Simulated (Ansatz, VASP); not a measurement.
**In23S24 (V_In, layer 3): VASP beside Ansatz**

Aim: how closely do two programs agree when they are given the same cell, functional and k mesh? The cell is taken from a series of runs on this material, whose earlier steps may have relaxed, scaled, displaced or heated it; both programs get it as it stands.

Method: plane waves, with VASP 6.6.1 beside it; single point at PBEsol, in Ansatz 0.2.0.

### 1. The starting structure

The cell holds 47 atoms: 23 In and 24 S. Cell: a = 9.414 Å, b = 10.651 Å, c = 23.000 Å, α = 90.0°, β = 90.0°, γ = 90.0°. It derives from InS (InS (Pnnm)), repeated 2×1×1. Vacuum lies along c. Nearest the centre at fractional (0.432, 0.882, 0.535): S29 at 2.26 Å, S33 at 2.96 Å, S43 at 3.20 Å, In11 at 3.26 Å, In18 at 3.49 Å, S45 at 3.61 Å, In4 at 3.65 Å, S41 at 3.75 Å.

### 2. Ansatz: single point, PBEsol

Ansatz runs on its PAW soft_1 files.

With cell and atoms fixed, the geometry can't cause a difference; cores, projectors, grids and the points listed under the comparison can.

The input, input.yaml:

```yaml
crystal:
  lattice:
    - [9.413942, 0.0, 0.0]
    - [0.0, 10.651148, 0.0]
    - [0.0, 0.0, 23.0]
  atoms:
    - { symbol: In, position: [0.27122901, 0.37352947, 0.31340328] }
    - { symbol: In, position: [0.2434404, 0.6306989, 0.30911732] }
    - { symbol: In, position: [0.0933194, 0.10681575, 0.36791713] }
    - { symbol: In, position: [0.42477404, 0.87739855, 0.37640799] }
    - { symbol: In, position: [0.30559827, 0.39109848, 0.46473838] }
    - { symbol: In, position: [0.19114871, 0.63440103, 0.46382782] }
    - { symbol: In, position: [0.07129967, 0.11191136, 0.53299723] }
    - { symbol: In, position: [0.25199873, 0.38495673, 0.66451025] }
    - { symbol: In, position: [0.15911394, 0.62137344, 0.63553288] }
    - { symbol: In, position: [0.00496483, 0.12735338, 0.68821837] }
    - { symbol: In, position: [0.47450398, 0.86822013, 0.67582272] }
    - { symbol: S, position: [0.26621859, 0.15355644, 0.28614111] }
    - { symbol: S, position: [0.27152967, 0.84536692, 0.28624842] }
    - { symbol: S, position: [0.4910851, 0.34691354, 0.37958636] }
    - { symbol: S, position: [0.01926493, 0.64763127, 0.37388181] }
    - { symbol: S, position: [0.25762188, 0.1573481, 0.45770215] }
    - { symbol: S, position: [0.27118038, 0.85095875, 0.46408032] }
    - { symbol: S, position: [0.47773861, 0.40286039, 0.55288784] }
    - { symbol: S, position: [0.00403896, 0.64842548, 0.54307574] }
    - { symbol: S, position: [0.23248559, 0.15923189, 0.62335043] }
    - { symbol: S, position: [0.22511469, 0.84672128, 0.63079603] }
    - { symbol: S, position: [0.45350346, 0.32416946, 0.72620916] }
    - { symbol: S, position: [-0.03192223, 0.65624017, 0.71607603] }
    - { symbol: In, position: [0.75092221, 0.3672271, 0.31264395] }
    - { symbol: In, position: [0.7498971, 0.62887792, 0.31154846] }
    - { symbol: In, position: [0.52018528, 0.11524668, 0.34736785] }
    - { symbol: In, position: [0.95026941, 0.87837574, 0.3609907] }
    - { symbol: In, position: [0.8463565, 0.38298321, 0.45679391] }
    - { symbol: In, position: [0.69609491, 0.61259556, 0.45964741] }
    - { symbol: In, position: [0.59500696, 0.1766607, 0.53003651] }
    - { symbol: In, position: [0.9371142, 0.87702283, 0.53055239] }
    - { symbol: In, position: [0.83271947, 0.38580255, 0.62994712] }
    - { symbol: In, position: [0.7288806, 0.62247102, 0.65169259] }
    - { symbol: In, position: [0.49049757, 0.12802973, 0.67784281] }
    - { symbol: In, position: [0.9799889, 0.87259983, 0.68472174] }
    - { symbol: S, position: [0.70458151, 0.16504494, 0.27411873] }
    - { symbol: S, position: [0.7988916, 0.83360708, 0.27558474] }
    - { symbol: S, position: [1.00511647, 0.33618008, 0.36639699] }
    - { symbol: S, position: [0.51947236, 0.65270942, 0.37351174] }
    - { symbol: S, position: [0.75424491, 0.16128437, 0.4462577] }
    - { symbol: S, position: [0.76733666, 0.84098094, 0.44885536] }
    - { symbol: S, position: [1.00473704, 0.34418394, 0.54336595] }
    - { symbol: S, position: [0.5297099, 0.59521432, 0.547102] }
    - { symbol: S, position: [0.74440573, 0.16052655, 0.62737405] }
    - { symbol: S, position: [0.75750719, 0.84913211, 0.61701098] }
    - { symbol: S, position: [1.00033981, 0.34484733, 0.71755261] }
    - { symbol: S, position: [0.52012628, 0.66342016, 0.71325941] }
basis:
  ecutwfc: 420
  xc_grid: 2
hamiltonian:
  xc: pbesol
  pseudopotentials: { kind: paw, azcp: { folder: soft_1 }, xc_functional: pbe }
kpoints:
  mp_grid: { grid: [2, 2, 1] }
magnetization:
  spin_polarized: true
  initial_magnetization: 1
  spin_locking: { lock_magnetization: hard }
scf:
  occupations: { method: fermi_dirac, width: 0.01 }
  max_iter: 80
output:
  forces: true
  eigenvalues: true
  eigenstates: { localisation: true }
  populations: true
checkpoint:
  write: "../layer3_M1.point.pbesol.run"
  compress: false
  write_wavefunctions: false
  write_every: 100000
```

Started as:

```console
ansatz run input.yaml --threads 32 --pin off --max-ram 84787MiB --backend cuda --events-out ev --progress --plain --runs-dir out --max-vram 78GiB
```

Log:

```text
Engine: ansatz 0.2.0, aarch64-unknown-linux-gnu
[...]
Pseudopotential: In, paw, valence charge 13, recommended cutoff 420 eV (normal), soft_1/In.paw.azcp
Pseudopotential: S, paw, valence charge 6, recommended cutoff 420 eV (normal), soft_1/S.paw.azcp
Functional definition: PBEsol
[...]
Crystal: 47 atoms, lattice volume = 2306.194 Å³
Basis set: ecut = 420 eV, 45061 PW (Γ), exchange–correlation on 128×144×320 points (8 copies of the dense FFT grid, shifted against one another)
Bands: 269, of which v1, the nominal top of the filled ones, is band 222 counted from 1 (221 counted from 0)
[...]
Space group: P1 (ITA 1), of the structure as read, at distance tolerance 1.3e-4 Å
[...]
k-points: 4
[...]
spin=Collinear: Resta preconditioning applied to the charge; magnetization (m = ρ↑ − ρ↓) channel mixes plain (no charge-response kernel on spin).
SCF iter   2: F=—  HF=-148341.173915 eV  |F-HF|=—  |Δ(HF+E_count)|=    8.52e0  Δρ=8.17e-3 (↑8.08e-3 ↓8.17e-3)  dr2=9.46e0  dr2_m=2.20e-2  M=1.000 μB ∫|m|=1.025 μB  β_m=0.44  ethr=3.10e-3  ⟨swp⟩=3.0  H [...]
[...]
SCF iter   6: F=—  HF=-148338.823044 eV  |F-HF|=—  |Δ(HF+E_count)|=   2.21e-3  Δρ=1.22e-4 (↑1.22e-4 ↓1.20e-4)  dr2=2.45e-3  dr2_m=1.14e-5  M=1.000 μB ∫|m|=1.081 μB  β_m=0.63  ethr=3.94e-6  ⟨swp⟩=4.1   [...]
[...]
SCF iter  10: F=—  HF=-148338.825338 eV  |F-HF|=—  |Δ(HF+E_count)|=   1.30e-7  Δρ=2.92e-6 (↑2.92e-6 ↓2.91e-6)  dr2=1.05e-6  dr2_m=2.76e-9  M=1.000 μB ∫|m|=1.084 μB  β_m=0.65  ethr=4.63e-9  ⟨swp⟩=2.0   [...]
[...]
SCF 1 converged in 12 iterations: F = -148338.825339 eV  dr2 = 4.31e-8
[...]
SCF converged after 12 iterations
[...]
--- Löwdin populations: 47 sites ---
[...]
spilling = 0.003811 (of n_electrons = 443.000000)
[...]
```

### 3. VASP: single point, PBEsol

The same cell, functional, mesh and smearing now go to VASP, with its own data sets.

Lines of VASP's logs that name or quote its potential files are left out, and so is its time.

The input, INCAR:

```
SYSTEM = In23S24
PREC = Accurate
ENCUT = 400
EDIFF = 1E-06
NELM = 200
ISMEAR = -1
SIGMA = 0.01
LREAL = Auto
ALGO = Normal
GGA = PS
NBANDS = 256
ISPIN = 2
MAGMOM = 0 0 0 0 -0 -0 0 0 -0 0.01 0 0 0 0 0 0 0 0.11 0 0 0 0 0 0 0 0 0 0.03 0.01 0.04 0 0.01 0 0 0 0 0 0.01 0 0.09 0 0 0.05 0.07 0 0.02 0
LORBIT = 11
LWAVE = .FALSE.
LCHARG = .FALSE.
ISIF = 2
NUPDOWN = 1
LASPH = .TRUE.
GGA_COMPAT = .FALSE.
KPAR = 4
```

The input, POSCAR:

```
In23S24
1.0
    9.4139420000      0.0000000000      0.0000000000
    0.0000000000     10.6511480000      0.0000000000
    0.0000000000      0.0000000000     23.0000000000
In S
23 24
Direct
    0.2712290100      0.3735294700      0.3134032800
    0.2434404000      0.6306989000      0.3091173200
    0.0933194000      0.1068157500      0.3679171300
    0.4247740400      0.8773985500      0.3764079900
    0.3055982700      0.3910984800      0.4647383800
    0.1911487100      0.6344010300      0.4638278200
    0.0712996700      0.1119113600      0.5329972300
    0.2519987300      0.3849567300      0.6645102500
    0.1591139400      0.6213734400      0.6355328800
    0.0049648300      0.1273533800      0.6882183700
    0.4745039800      0.8682201300      0.6758227200
    0.7509222100      0.3672271000      0.3126439500
    0.7498971000      0.6288779200      0.3115484600
    0.5201852800      0.1152466800      0.3473678500
    0.9502694100      0.8783757400      0.3609907000
    0.8463565000      0.3829832100      0.4567939100
    0.6960949100      0.6125955600      0.4596474100
    0.5950069600      0.1766607000      0.5300365100
    0.9371142000      0.8770228300      0.5305523900
    0.8327194700      0.3858025500      0.6299471200
    0.7288806000      0.6224710200      0.6516925900
    0.4904975700      0.1280297300      0.6778428100
    0.9799889000      0.8725998300      0.6847217400
    0.2662185900      0.1535564400      0.2861411100
    0.2715296700      0.8453669200      0.2862484200
    0.4910851000      0.3469135400      0.3795863600
    0.0192649300      0.6476312700      0.3738818100
    0.2576218800      0.1573481000      0.4577021500
    0.2711803800      0.8509587500      0.4640803200
    0.4777386100      0.4028603900      0.5528878400
    0.0040389600      0.6484254800      0.5430757400
    0.2324855900      0.1592318900      0.6233504300
    0.2251146900      0.8467212800      0.6307960300
    0.4535034600      0.3241694600      0.7262091600
    0.9680777700      0.6562401700      0.7160760300
    0.7045815100      0.1650449400      0.2741187300
    0.7988916000      0.8336070800      0.2755847400
    0.0051164700      0.3361800800      0.3663969900
    0.5194723600      0.6527094200      0.3735117400
    0.7542449100      0.1612843700      0.4462577000
    0.7673366600      0.8409809400      0.4488553600
    0.0047370400      0.3441839400      0.5433659500
    0.5297099000      0.5952143200      0.5471020000
    0.7444057300      0.1605265500      0.6273740500
    0.7575071900      0.8491321100      0.6170109800
    0.0003398100      0.3448473300      0.7175526100
    0.5201262800      0.6634201600      0.7132594100
```

The input, KPOINTS:

```
Automatic mesh
0
Gamma
2 2 1
0 0 0
```

Potentials, in the order of the species: In_d and S (PBE family, release 64).

Started as:

```console
mpirun -np 8 vasp_std
```

Log:

```text
[banner, memory and clock lines left out]
running    8 mpi-ranks, on    1 nodes
[...]
|                                                                             |
|           W    W    AA    RRRRR   N    N  II  N    N   GGGG   !!!           |
|           W    W   A  A   R    R  NN   N  II  NN   N  G    G  !!!           |
|           W    W  A    A  R    R  N N  N  II  N N  N  G       !!!           |
|           W WW W  AAAAAA  RRRRR   N  N N  II  N  N N  G  GGG   !            |
|           WW  WW  A    A  R   R   N   NN  II  N   NN  G    G                |
|           W    W  A    A  R    R  N    N  II  N    N   GGGG   !!!           |
|                                                                             |
|     For optimal performance we recommend to set                             |
|       NCORE = 2 up to number-of-cores-per-socket                            |
|     NCORE specifies how many cores store one orbital (NPAR=cpu/NCORE).      |
|     This setting can greatly improve the performance of VASP for DFT.       |
[...]
|                                                                             |
|     You enforced a specific xc type in the INCAR file but a different       |
|     [... a line on the potential file left out ...]
|     I HOPE YOU KNOW WHAT YOU ARE DOING!                                     |
|                                                                             |

 LDA part: xc-table for (Slater+PW92), standard interpolation
 POSCAR, INCAR and KPOINTS ok, starting setup
[...]
entering main loop
       N       E                     dE             d eps       ncg     rms          rms(c)
DAV:   1     0.421699716176E+04    0.42170E+04   -0.16676E+05  4224   0.137E+03
DAV:   2     0.498611739567E+03   -0.37184E+04   -0.36187E+04  4528   0.387E+02
DAV:   3    -0.148108458492E+03   -0.64672E+03   -0.63639E+03  4984   0.201E+02
DAV:   4    -0.197992681945E+03   -0.49884E+02   -0.49446E+02  5056   0.543E+01
[...]
DAV:  29    -0.189210180771E+03   -0.66588E-05   -0.41083E-07  2776   0.102E-03    0.362E-04
DAV:  30    -0.189210182453E+03   -0.16817E-05   -0.10702E-07  2768   0.717E-04    0.254E-04
DAV:  31    -0.189210183422E+03   -0.96960E-06   -0.76606E-08  2608   0.650E-04
   1 F= -.18921018E+03 E0= -.18921018E+03  d E =-.797180E-11  mag=     1.0000
```

Parts of OUTCAR (step 3):

```text
  Total      -18.0742380     -2.3242549     -0.2808558     -1.4291580      0.0099198      0.0415804
  in kB      -12.5566794     -1.6147250     -0.1951184     -0.9928761      0.0068915      0.0288871
  external PRESSURE =      -4.7888409 kB  Pullay stress =       0.0000000 kB

 POSITION                                       TOTAL-FORCE (eV/Angst)
 -----------------------------------------------------------------------------------
      2.55333      3.97852      7.20828        -0.009415      0.001746     -0.015821
      2.29173      6.71767      7.10970        -0.000840      0.026274      0.005841
      0.87850      1.13771      8.46209        -0.004835     -0.017605      0.008542
      3.99880      9.34530      8.65738        -0.010190      0.021416      0.000469
      2.87688      4.16565     10.68898        -0.009046      0.007800      0.004645
      1.79946      6.75710     10.66804        -0.009535      0.011952     -0.002230
      0.67121      1.19198     12.25894        -0.006733     -0.005347     -0.000857
      2.37230      4.10023     15.28374         0.007277     -0.000165      0.001227
      1.49789      6.61834     14.61726         0.011332     -0.003947     -0.012660
      0.04674      1.35646     15.82902         0.004633      0.023717      0.004226
      4.46695      9.24754     15.54392        -0.000089     -0.008081      0.010227
      7.06914      3.91139      7.19081         0.008586     -0.026892     -0.023851
      7.05949      6.69827      7.16561         0.015564      0.021966     -0.021991
      4.89699      1.22751      7.98946         0.009884     -0.016130     -0.001730
[...]
-----------------------------------------------------------------------------------
    total drift:                               -0.007963     -0.001603     -0.002470

  FREE ENERGIE OF THE ION-ELECTRON SYSTEM (eV)
  ---------------------------------------------------
  free  energy   TOTEN  =      -189.2101834221 eV

  energy  without entropy=     -189.2101834221  energy(sigma->0) =     -189.21018342

 magnetization (x)
# of ion       s       p       d       tot
------------------------------------------
    1       -0.000   0.001   0.000   0.002
    2        0.000   0.000   0.000   0.001
    3        0.001   0.005   0.001   0.007
    4        0.000   0.000   0.000   0.001
    5       -0.000  -0.001  -0.000  -0.001
    6       -0.000  -0.000   0.000  -0.000
    7        0.000  -0.000   0.001   0.001
    8        0.000   0.000   0.000   0.001
    9       -0.000  -0.000   0.000  -0.000
   10       -0.000   0.016   0.002   0.017
   11       -0.000   0.000   0.000   0.000
   12        0.000   0.000   0.000   0.000
   13        0.000   0.000   0.000   0.001
[...]
--------------------------------------------------
tot          0.174   0.398   0.008   0.580

[... 3 further parts left out ...]
[key lines of the parts left out:]
E-fermi :  -0.3012
```

### 4. Comparison

Known differences besides the potentials themselves: VASP starts from the moments at which Ansatz ended; the cutoff is 420 eV in Ansatz and 400 eV in VASP (PREC = Accurate, projectors in real space); Ansatz makes its cores anew for this functional, VASP keeps those of its PBE data sets; site moments are counted in spheres of each program's own size. Total energies have different zeros and are not compared.

Compared:

```csv
quantity,Ansatz,VASP,difference
"total moment, fixed by the input (μB)",1.00,1.00,0.00
moment on In18 (μB),0.11,0.21,-0.10
moment on S40 (μB),0.09,0.08,+0.01
moment on S44 (μB),0.07,0.06,+0.01
moment on S43 (μB),0.05,0.05,-0.01
```

At this near-relaxed geometry the largest component of a force difference is 73 meV/Å. The two runs ended with unlike total or site moments, perhaps in different magnetic states; the other differences may follow from that, so they don't measure the programs' precision.

### 5. Results

```yaml
difference_in_moment_on_in18_single_point_pbesol: -0.10 μB
```

The difference in moment on In18 is -0.10 μB (single point, PBEsol). The runs of the single point, PBEsol pair ended with unlike moments, so it says little about numerical agreement. What causes the difference of the single point, PBEsol pair stays open here. How closely two codes agree says nothing of how well the functional describes the real material.

[Lines on the potential files, build, host, timing and source positions are cut from VASP's logs without a mark.]

[Logs are printed without paths, hosts, clocks, repeated set-up lines and the standing remarks that a program may print on its own settings, such as how far it seeks lower states.]

[Hosts, paths, dates, database ids (printed as entryN), source tags and the programs' standing remarks are cut or masked in the printed files.]
